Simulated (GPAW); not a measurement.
Input of a GPAW 26.7.0 run:

The input run.py:

```python
import json
import numpy as np
from ase import Atoms
from ase.constraints import FixSymmetry
from ase.io import read, write
from ase.optimize import BFGS
from phonopy import Phonopy
from phonopy.structure.atoms import PhonopyAtoms
from gpaw import GPAW, PW

atoms = read('POSCAR')
atoms.set_initial_magnetic_moments([4.0, 0.0, 0.0])

calc = GPAW(mode=PW(680),
            xc='PBE',
            kpts={'size': (8, 8, 4), 'gamma': True},
            occupations={'name': 'fermi-dirac', 'width': 0.05},
            nbands=26,
            convergence={'density': 1e-06, 'eigenstates': 1e-09},
            maxiter=150,
            txt='gpaw.txt')
atoms.calc = calc
atoms.set_constraint(FixSymmetry(atoms))
BFGS(atoms, trajectory='relax.traj', logfile='-').run(fmax=0.005, steps=40)
atoms.set_constraint()
energy = atoms.get_potential_energy()
forces = atoms.get_forces()
stress = atoms.get_stress()
calc.write('gs.gpw')
write('result.traj', atoms)
print('Cell:', atoms.cell.cellpar().round(4))
print(atoms.get_scaled_positions().round(5))

def force_constants(scale):
    unit = PhonopyAtoms(symbols=atoms.get_chemical_symbols(), cell=atoms.cell[:] * scale**(1 / 3),
                        scaled_positions=atoms.get_scaled_positions(),
                        magnetic_moments=atoms.get_initial_magnetic_moments())
    ph = Phonopy(unit, supercell_matrix=np.diag([1, 1, 1]), primitive_matrix=np.eye(3), symprec=1e-4)
    ph.generate_displacements(distance=0.03)
    forces = []
    for i, sc in enumerate(ph.supercells_with_displacements):
        a = Atoms(sc.symbols, cell=sc.cell, scaled_positions=sc.scaled_positions, pbc=True,
                  magmoms=sc.magnetic_moments)
        c = GPAW(mode=PW(680),
                 xc='PBE',
                 kpts={'size': (8, 8, 4), 'gamma': True},
                 occupations={'name': 'fermi-dirac', 'width': 0.05},
                 nbands=26,
                 convergence={'density': 1e-06, 'eigenstates': 1e-09},
                 maxiter=150,
                 txt=f'disp-{scale:.3f}-{i:02d}.txt')
        a.calc = c
        f = a.get_forces()
        forces.append(f - f.mean(axis=0))
        print(f'displacement {i}: drift', f.mean(axis=0).round(5), flush=True)
    ph.forces = forces
    ph.produce_force_constants()
    ph.symmetrize_force_constants()
    return ph

qpoints = [[0.0, 0.0, 0.0]]
results = {}
for scale in [1.0]:
    ph = force_constants(scale)
    ph.run_qpoints(qpoints)
    nu = ph.qpoints.frequencies * 33.35641  # THz to cm^-1
    results[f'{scale:.3f}'] = nu.tolist()
    for qp, f in zip(qpoints, nu):
        print(scale, np.round(qp, 4), f.round(2))
json.dump(results, open('phonons.json', 'w'))
```

File POSCAR:

```
MnO2
1.0
    2.8565781804      0.0000000000      0.0000000000
   -1.4282890902      2.4738692722      0.0000000000
    0.0000000000      0.0000000000      4.6013740589
Mn O
1 2
Direct
    0.0000000000      0.0000000000      0.5000000000
    0.3333333333      0.6666666667      0.7062925700
    0.6666666667      0.3333333333      0.2937074300
```

Potentials or basis: GPAW PAW data sets (gpaw-data 1.2.1), pw.

Launch:

```sh
$ OMP_NUM_THREADS=1 python run.py
```

Predict the highest phonon frequency at Γ, LO-TO splitting left out.

594 cm⁻¹.

Estimate the net moment.

3.00 μB per cell.

Estimate the site moments.

Mn +2.82; O +0.04 μB.

Predict the band gap on the k mesh.

0.88 eV, indirect (least direct gap 0.97 eV).

Phonon frequencies in cm⁻¹ (negative: imaginary):
```
              q point                    frequencies
(0.000, 0.000, 0.000)  0 0 0 425 425 501 501 577 594
```

Caveat: the cell is more than 3 GPa from zero pressure, which shifts response properties; the LO-TO splitting is left out; a cell with one magnetic atom can't hold antiferromagnetic order, which such compounds often take. A k mesh can miss the band edges.
